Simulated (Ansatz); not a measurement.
AlSb:
```yaml
crystal:
  lattice:
    - [0.00000, 3.11231, 3.11231]
    - [3.11231, 0.00000, 3.11231]
    - [3.11231, 3.11231, 0.00000]
  atoms:
    - { symbol: Al, position: [0.00000, 0.00000, 0.00000] }
    - { symbol: Sb, position: [0.25000, 0.25000, 0.25000] }
```

Relaxed with PBE. Special points in fractions of this cell's reciprocal vectors: Γ (0.000, 0.000, 0.000); X (0.500, 0.000, 0.500); U (0.625, 0.250, 0.625); K (0.375, 0.375, 0.750); L (0.500, 0.500, 0.500); W (0.500, 0.250, 0.750).

List the band energies nearest the valence-band maximum at these points for PBE (plane waves, PAW; program Ansatz).

In eV from the valence-band maximum; about four levels below and three above (degenerate sets whole), none deeper than 8.9 eV; points with the same levels are listed once.

```json
[
 {"k": "Γ", "below": "0.00 0.00 0.00", "above": "1.28 3.09 3.09 3.09"},
 {"k": "X", "below": "-8.63 -5.36 -2.09 -2.09", "above": "1.30 1.47 8.51 8.51"},
 {"k": "U", "below": "-8.67 -5.17 -3.09 -1.76", "above": "1.73 4.02 6.68"},
 {"k": "L", "below": "-5.24 -0.87 -0.87", "above": "1.24 3.73 3.73"},
 {"k": "W", "below": "-8.61 -5.15 -2.89 -2.59", "above": "3.96 4.29 4.48"}
]
```

Space group F-43m (zinc blende). The PBE relaxation kept the symmetry of its start. Spin–orbit coupling is left out wherever it is not named.

Potentials: the later of the program's two PAW sets.
